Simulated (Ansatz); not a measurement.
# ZrN: the cost of one run

Method: DFT LDA, scalar-relativistic, plane waves, PAW, in Ansatz 0.2.0.

The COD entry's cell or inner coordinates are ideal or old and differ from later refinements, so a difference from it is no clean test against experiment.

**1. The structure to begin with**

Symmetry: Fm-3m, No. 225, cubic system. The conventional cell has a = 4.600 Å, b = 4.600 Å, c = 4.600 Å, α = 90.00°, β = 90.00°, γ = 90.00°. Zr (site symmetry m-3m) has 6 N at 2.30 Å as nearest neighbours. Around N (site symmetry m-3m) lie 6 Zr at 2.30 Å.

As a file:

```xyz
2
Lattice="0.0000 2.3000 2.3000 2.3000 0.0000 2.3000 2.3000 2.3000 0.0000" Properties=species:S:1:pos:R:3 pbc="T T T"
Zr    2.3000    2.3000    2.3000
N     0.0000    0.0000    0.0000
```

The structure rests on an entry of the Crystallography Open Database; cell or positions may have been set otherwise for this series.

**2. Relaxing cell and atoms: ZrN, no spin**

input.yaml reads:

```yaml
crystal:
  lattice:
    - [0.0, 2.3, 2.3]
    - [2.3, 0.0, 2.3]
    - [2.3, 2.3, 0.0]
  atoms:
    - { symbol: Zr, position: [0.5, 0.5, 0.5] }
    - { symbol: "N", position: [0.0, 0.0, 0.0] }
scf:
  occupations: { method: methfessel_paxton, width: 0.1 }
output:
  forces: true
  stress: true
  eigenvalues: true
  write_density: true
  write_potential: true
  elf: true
  volumetric_format: npy
hamiltonian:
  xc: lda
relax:
  f_tol: 0.002
  adjacent_minimum: "off"
  cell: { stress_tol: 0.05, p_target: 0 }
kpoints:
  mp_grid: { grid: [16, 16, 16] }
```

Started as:

```
$ ansatz run input.yaml --threads 4 --pin off --max-ram 12288MiB --backend cpu --events-out ev --progress --plain --runs-dir out
```

What time and memory should one allow on 4 threads of Arm Neoverse V1, shared host?

About 6.9 s, with a peak of 0.36 GiB.
